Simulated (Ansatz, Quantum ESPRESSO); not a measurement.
# SnO2 [001], rutile: pulling along c

The c axis is held at a set length while the cell relaxes sideways. How do the lateral strain and the stress follow? The strained cell has c along the load; unstrained it is a = 4.7686 Å, b = 4.7686 Å, c = 3.2114 Å, α = 90.00°, β = 90.00°, γ = 90.00°, with 6 atoms.

Calculated with Ansatz 0.2.0, PBEsol, PAW files of the set soft_1, cutoff 600 eV, Fermi–Dirac smearing 0.02 eV, k-mesh 6×6×9, no spin polarisation, no spin-orbit coupling.

Relaxed positions at 0 %:

```csv
atom,x,y,z
Sn,0.0000,0.0000,0.0000
Sn,0.5000,0.5000,0.5000
O,0.3063,0.3063,0.0000
O,0.1937,0.8063,0.5000
O,0.6937,0.6937,0.0000
O,0.8063,0.1937,0.5000
```

| ε_c (%) | a (Å) | c (Å) | ε_a (%) | σ (GPa, tension positive) |
| --- | --- | --- | --- | --- |
| −3 | 4.8218 | 3.1150 | 1.115 | −9.74 |
| −1 | 4.7865 | 3.1793 | 0.375 | −3.06 |
| 0 | 4.7686 | 3.2114 | 0.000 | 0.00 |
| 1 | 4.7511 | 3.2435 | −0.367 | 2.90 |
| 2 | 4.7341 | 3.2756 | −0.723 | 5.64 |
| 3 | 4.7172 | 3.3077 | −1.077 | 8.21 |

**Question.** Fit both responses and give the free strain and the stress at −2 %, a row left out above.

Least squares with y = y0 + y1 ε + y2 ε² (ε in %) gives ε_a = 0.001 + (−0.3659) ε + (0.0020) ε² and σ = 0.00 + (2.990) ε + (−0.085) ε² GPa. The linear terms put the ratio of free to applied strain at −0.366 and the Young modulus at 299 GPa.

At −2 % the free strain comes out as 0.741 %. The run itself gives 0.742 %, so the estimate misses by 0.001 %; the fitted rows themselves lie up to 0.006 % off the law.

The stress comes out as −6.32 GPa. The run itself gives −6.32 GPa, so the estimate misses by 0.00 GPa, a rounding's worth.

The negative ε² term means that the crystal stiffens in compression and softens in tension.

The same fit over all rows at other levels or in other programs gives the strain ratio = −0.367 with PBEsol (Quantum ESPRESSO, PseudoDojo).

[Logs are printed without paths, hosts, clocks, repeated set-up lines and the standing remarks that a program may print on its own settings, such as how far it seeks lower states.]
